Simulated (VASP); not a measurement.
# Interstitial B in a supercell of Ta2N

Aim: the formation energy and local structure of interstitial B in Ta2N. The start is a computed cell from the Materials Project.

Calculated with VASP 6.6.1; PBE; plane waves and PAW (Ta, N), in the first sound run; inputs show where later runs differ.

### 1. The host crystal

It takes space group P-3m1 (No. 164, trigonal). Conventional cell: a = 3.113 Å, b = 3.113 Å, c = 4.870 Å, α = 90.00°, β = 90.00°, γ = 120.00°. Nearest to Ta lie 3 N at 2.18 Å. N has 6 Ta at 2.18 Å nearest. Farther neighbours and most contacts between anions are not listed.

Coordinates:

```
Ta N
1.0
     3.11286    0.00000    0.00000
    -1.55643    2.69582    0.00000
     0.00000    0.00000    4.86984
Ta N
2 1
Direct
  0.33333 0.66667 0.25471
  0.66667 0.33333 0.74529
  0.00000 0.00000 0.00000
```

### 2. Relaxing the host crystal

The later steps need the crystal at this functional's own lattice; a raised cutoff keeps the stress reliable while the cell changes.

Input file INCAR:

```
SYSTEM = Ta2N
PREC = Accurate
ENCUT = 520
EDIFF = 1E-06
NELM = 120
ISMEAR = 0
SIGMA = 0.05
LREAL = .FALSE.
ALGO = Normal
GGA = PE
NBANDS = 13
LASPH = .TRUE.
LORBIT = 11
LWAVE = .FALSE.
LCHARG = .FALSE.
KPAR = 4
IBRION = 2
NSW = 40
ISIF = 3
EDIFFG = -0.02
POTIM = 0.4
```

Input file POSCAR:

```
Ta2N
1.0
    3.1128615060      0.0000000000      0.0000000000
   -1.5564307530      2.6958171426      0.0000000000
    0.0000000000      0.0000000000      4.8698410000
Ta N
2 1
Direct
    0.3333333333      0.6666666667      0.2547110000
    0.6666666667      0.3333333333      0.7452890000
    0.0000000000      0.0000000000      0.0000000000
```

Input file KPOINTS:

```
Automatic mesh
0
Gamma
7 7 4
0 0 0
```

Potentials, in the order of the species: Ta and N (PBE family, release 64).

Command:

```
$ mpirun -np 4 vasp_std
```

The log of the run:

```text
[banner, memory and clock lines left out]
running    4 mpi-ranks, on    1 nodes
 distrk:  each k-point on    1 cores,    4 groups
 distr:  one band on    1 cores,    1 groups

 POSCAR found type information on POSCAR TaN
 POSCAR found :  2 types and       3 ions
 LDA part: xc-table for (Slater+PW92), standard interpolation
 POSCAR, INCAR and KPOINTS ok, starting setup
 FFT: planning ... GRIDC
 FFT: planning ... GRID_SOFT
 FFT: planning ... GRID
 WAVECAR not read
 entering main loop
       N       E                     dE             d eps       ncg     rms          rms(c)
DAV:   1     0.276126700714E+02    0.27613E+02   -0.64043E+03   728   0.987E+02
DAV:   2    -0.344485880735E+02   -0.62061E+02   -0.56982E+02   983   0.177E+02
DAV:   3    -0.378070431988E+02   -0.33585E+01   -0.32098E+01  1033   0.397E+01
DAV:   4    -0.378601908169E+02   -0.53148E-01   -0.53039E-01   878   0.497E+00
DAV:   5    -0.378612151698E+02   -0.10244E-02   -0.10232E-02  1069   0.535E-01    0.265E+01
DAV:   6    -0.350025053875E+02    0.28587E+01   -0.15585E+01   959   0.252E+01    0.127E+01
DAV:   7    -0.346014269502E+02    0.40108E+00   -0.15678E+00   828   0.930E+00    0.674E+00
DAV:   8    -0.345096165512E+02    0.91810E-01   -0.32109E-01   898   0.391E+00    0.493E-01
DAV:   9    -0.345030663256E+02    0.65502E-02   -0.49690E-02   929   0.135E+00    0.226E-01
DAV:  10    -0.345019869856E+02    0.10793E-02   -0.59431E-03   918   0.540E-01    0.626E-02
DAV:  11    -0.345018987086E+02    0.88277E-04   -0.37662E-04   961   0.149E-01    0.275E-02
DAV:  12    -0.345019002696E+02   -0.15611E-05   -0.50578E-05   915   0.461E-02    0.743E-03
DAV:  13    -0.345018996414E+02    0.62821E-06   -0.18295E-06   689   0.923E-03
   1 F= -.34501900E+02 E0= -.34501397E+02  d E =-.345019E+02
 curvature:   0.00 expect dE= 0.000E+00 dE for cont linesearch  0.000E+00
 trial: gam= 0.00000 g(F)=  0.271E-04 g(S)=  0.160E-01 ort = 0.000E+00 (trialstep = 0.100E+01)
 search vector abs. value=  0.161E-01
 bond charge predicted
       N       E                     dE             d eps       ncg     rms          rms(c)
DAV:   1    -0.345124844949E+02   -0.10584E-01   -0.55114E-01   728   0.626E+00    0.152E+00
DAV:   2    -0.344996924414E+02    0.12792E-01   -0.59286E-02   953   0.168E+00    0.880E-01
DAV:   3    -0.344984732951E+02    0.12191E-02   -0.51548E-03   896   0.569E-01    0.420E-01
DAV:   4    -0.344981176351E+02    0.35566E-03   -0.93481E-04   957   0.196E-01    0.363E-02
DAV:   5    -0.344981068750E+02    0.10760E-04   -0.71674E-05   939   0.572E-02    0.201E-02
DAV:   6    -0.344981095606E+02   -0.26856E-05   -0.99654E-06   868   0.238E-02    0.524E-03
DAV:   7    -0.344981087543E+02    0.80627E-06   -0.12307E-06   504   0.707E-03
   2 F= -.34498109E+02 E0= -.34497714E+02  d E =0.379089E-02
[...]
3 F= -.34505244E+02 E0= -.34504825E+02  d E =-.334397E-02
[...]
4 F= -.34505835E+02 E0= -.34505435E+02  d E =-.591473E-03
[...]
5 F= -.34505854E+02 E0= -.34505452E+02  d E =-.610041E-03
 curvature:  -0.42 expect dE=-0.147E-04 dE for cont linesearch -0.170E-08
 trial: gam= 0.00967 g(F)=  0.310E-04 g(S)=  0.435E-05 ort = 0.271E-05 (trialstep = 0.856E+00)
 search vector abs. value=  0.355E-04
 bond charge predicted
       N       E                     dE             d eps       ncg     rms          rms(c)
DAV:   1    -0.345058757007E+02   -0.21130E-04   -0.17894E-03   728   0.256E-01    0.166E-02
DAV:   2    -0.345058709283E+02    0.47723E-05   -0.26035E-05  1095   0.383E-02    0.785E-03
DAV:   3    -0.345058700717E+02    0.85666E-06   -0.12981E-06   609   0.897E-03
   6 F= -.34505870E+02 E0= -.34505472E+02  d E =-.164167E-04
 trial-energy change:   -0.000016  1 .order   -0.000017   -0.000030   -0.000004
 step:   0.9986(harm=  0.9986)  dis= 0.00076  next Energy=   -34.505871 (dE=-0.177E-04)
 reached required accuracy - stopping structural energy minimisation
```

Wall time 21 s (4 MPI ranks of Intel Xeon Platinum 8259CL at 2.50GHz (Skylake/Cascade Lake), shared host); peak memory 0.65 GiB.

Lines that name or quote the potential files are left out of all logs, and their timing lines are given in words.

Parts of OUTCAR (step 2):

```text
ion  position               nearest neighbor table
   1  0.333  0.667  0.255-   3 2.18   3 2.18   3 2.18   2 2.99   2 2.99   2 2.99   2 3.06   2 3.06
                             2 3.06
   2  0.667  0.333  0.745-   3 2.18   3 2.18   3 2.18   1 2.99   1 2.99   1 2.99   1 3.06   1 3.06
                             1 3.06
   3  0.000  0.000  0.000-   1 2.18   2 2.18   1 2.18   2 2.18   2 2.18   1 2.18

  LATTYP: Found a hexagonal cell.
 ALAT       =     3.1128615060
 C/A-ratio  =     1.5644258476

 Subroutine GETGRP returns: Found 12 space group operations
 (whereof 12 operations were pure point group operations)

The static configuration has the point symmetry D_3d.

 Found     28 irreducible k-points:

   k-points           NKPTS =     28   k-points in BZ     NKDIM =     28   number of bands    NBANDS=     13

   dimension x,y,z NGX =    24 NGY =   24 NGZ =   36
   dimension x,y,z NGXF=    48 NGYF=   48 NGZF=   72

   ENCUT  =  520.0 eV  38.22 Ry    6.18 a.u.   5.79  5.79  9.05*2*pi/ulx,y,z

   NELECT =      15.0000    total number of electrons

 k-points in reciprocal lattice and weights: Automatic mesh
   0.00000000  0.00000000  0.00000000       0.005
   0.14285714  0.00000000  0.00000000       0.031
   0.28571429 -0.00000000  0.00000000       0.031
   0.42857143  0.00000000  0.00000000       0.031
   0.14285714  0.14285714  0.00000000       0.031
   0.28571429  0.14285714  0.00000000       0.061
   0.42857143  0.14285714  0.00000000       0.031
   0.28571429  0.28571429  0.00000000       0.031
   0.00000000  0.00000000  0.25000000       0.010
[...]
0.42857143  0.14285714  0.50000000       0.031
   0.28571429  0.28571429  0.50000000       0.031

 average (electrostatic) potential at core
       1 -34.5194       2 -34.5194       3 -63.1462

 E-fermi :   7.8625

 k-point     1 :       0.0000    0.0000    0.0000
  band No.  band energies     occupation
    ...
      4       1.6559      2.00000
      5       2.8553      2.00000
      6       7.1816      2.00000
      7       7.5499      2.00000
      8       7.5499      2.00000
      9       7.9913      0.00027
     10       7.9913      0.00027
     11       8.0633      0.00000
     12       8.9477      0.00000
     13       8.9477      0.00000

 k-point     2 :       0.1429    0.0000    0.0000
  band No.  band energies     occupation
    ...
      4       1.6537      2.00000
      5       3.7762      2.00000
      6       5.7855      2.00000
      7       6.7597      2.00000
      8       7.6223      2.00000
      9       7.9814      0.00077
     10       8.1053      0.00000
     11       9.2411      0.00000
     12      10.0011      0.00000
     13      10.3580      0.00000

 k-point     3 :       0.2857   -0.0000    0.0000
  band No.  band energies     occupation
    ...
      3       0.7440      2.00000
      4       1.5390      2.00000
      5       3.9256      2.00000
      6       4.9766      2.00000
      7       5.9550      2.00000
      8       8.0855      0.00000
      9       9.2258      0.00000
     10       9.6110      0.00000
     11       9.8323      0.00000
     12      11.3615      0.00000
    ...

  Total       -0.0026807     -0.0026807     -0.0087973      0.0000000     -0.0000000      0.0000000
  in kB       -0.1058934     -0.1058934     -0.3475160      0.0000000     -0.0000000      0.0000000
  external PRESSURE =      -0.1864343 kB  Pullay stress =       0.0000000 kB

  energy-cutoff  :      520.00
  volume of cell :       40.56
      direct lattice vectors                 reciprocal lattice vectors
     3.113194143  0.000000000  0.000000000     0.321213504  0.185452703 -0.000000000
    -1.556597072  2.696105215 -0.000000000     0.000000000  0.370905406 -0.000000000
     0.000000000  0.000000000  4.832167707     0.000000000  0.000000000  0.206946460

 POSITION                                       TOTAL-FORCE (eV/Angst)
 -----------------------------------------------------------------------------------
     -0.00000      1.79740      1.23053         0.000000     -0.000000     -0.004204
      1.55660      0.89870      3.60164        -0.000000      0.000000      0.004204
     -1.55660      2.69611     -0.00000         0.000000     -0.000000      0.000000
 -----------------------------------------------------------------------------------
    total drift:                               -0.000000      0.000000     -0.000000

  FREE ENERGIE OF THE ION-ELECTRON SYSTEM (eV)
  ---------------------------------------------------
  free  energy   TOTEN  =       -34.5058700717 eV

  energy  without entropy=      -34.5050744278  energy(sigma->0) =      -34.50547225

 reached required accuracy - stopping structural energy minimisation

 total charge
# of ion       s       p       d       tot
------------------------------------------
    1        0.608   0.860   3.405   4.874
    2        0.608   0.860   3.405   4.874
    3        1.245   2.501   0.000   3.746
--------------------------------------------------
tot          2.462   4.221   6.810  13.493

[... 3 further parts left out ...]
```

CONTCAR:

```
Ta2N
   1.00000000000000
     3.1131941431078993    0.0000000000000000    0.0000000000000000
    -1.5565970715539497    2.6961052147856650   -0.0000000000000000
     0.0000000000000000    0.0000000000000000    4.8321677071745404
  Ta              N
     2     1
Direct
     0.3333333332999970    0.6666666667000030    0.2546539051477333
     0.6666666667000030    0.3333333332999970    0.7453460948522667
     0.0000000000000000    1.0000000000000000    0.0000000000000000
```

This run has no spin polarisation. Its electron count is odd, so without a moment it is a metal by construction. The k-mesh is coarse for a metal. The data set Ta keeps the semicore shell frozen, which is cheaper and a little less accurate. The run keeps the 12 symmetry operations of its start, so it cannot find a distortion of lower symmetry.

Relaxation path:

```tsv
step	energy less that of the first step (eV)	largest force (eV/Å)	pressure (GPa)	volume (Å³)
1	0.0000	0.0187	-2.22	40.87
2	0.0038	0.1011	4.38	39.98
3	-0.0033	0.0250	0.38	40.50
4	-0.0039	0.0278	-0.02	40.55
5	-0.0040	0.0200	0.04	40.54
6	-0.0040	0.0042	-0.02	40.56
```

```tsv
conventional cell, symmetrised	before	after	change
a (Å)	3.113	3.113	+0.0 %
b (Å)	3.113	3.113	+0.0 %
c (Å)	4.870	4.832	-0.8 %
volume (Å³/atom)	13.62	13.52	-0.8 %
```

Final coordinates:

```cif
data_structure
_symmetry_space_group_name_H-M 'P 1'
_symmetry_Int_Tables_number 1
_cell_length_a 3.1132
_cell_length_b 3.1132
_cell_length_c 4.8322
_cell_angle_alpha 90.000
_cell_angle_beta 90.000
_cell_angle_gamma 120.000
_cell_volume 40.56
loop_
_atom_site_label
_atom_site_type_symbol
_atom_site_fract_x
_atom_site_fract_y
_atom_site_fract_z
_atom_site_occupancy
Ta1 Ta 0.33333 0.66667 0.25465 1
Ta2 Ta 0.66667 0.33333 0.74535 1
N3 N 0.00000 0.00000 0.00000 1
```

This step gave:

```yaml
electronic_cycles: 38
electrons: 15
free_energy_toten: -34.51 eV
energy_at_zero_smearing: -34.51 eV
fermi_energy: 7.862 eV
labelled_metallic_from_the_levels_on_this_mesh: yes
```

The run ended after 6 ionic steps, 0.004 eV below its first step, once forces and stress met EDIFFG = -0.02.

(Part 1 of 5 ends here.)

[Lines on the potential files, build, host, timing and source positions are cut from VASP's logs without a mark.]

[Logs are printed without paths, hosts, clocks, repeated set-up lines and the standing remarks that a program may print on its own settings, such as how far it seeks lower states.]

[Hosts, paths, dates, database ids (printed as entryN), source tags and the programs' standing remarks are cut or masked in the printed files.]

[In band tables of VASP the shares of atoms and orbitals are scaled to a sum of 1 inside the atoms' spheres.]

[Runs that stopped without an error message from VASP are left out.]
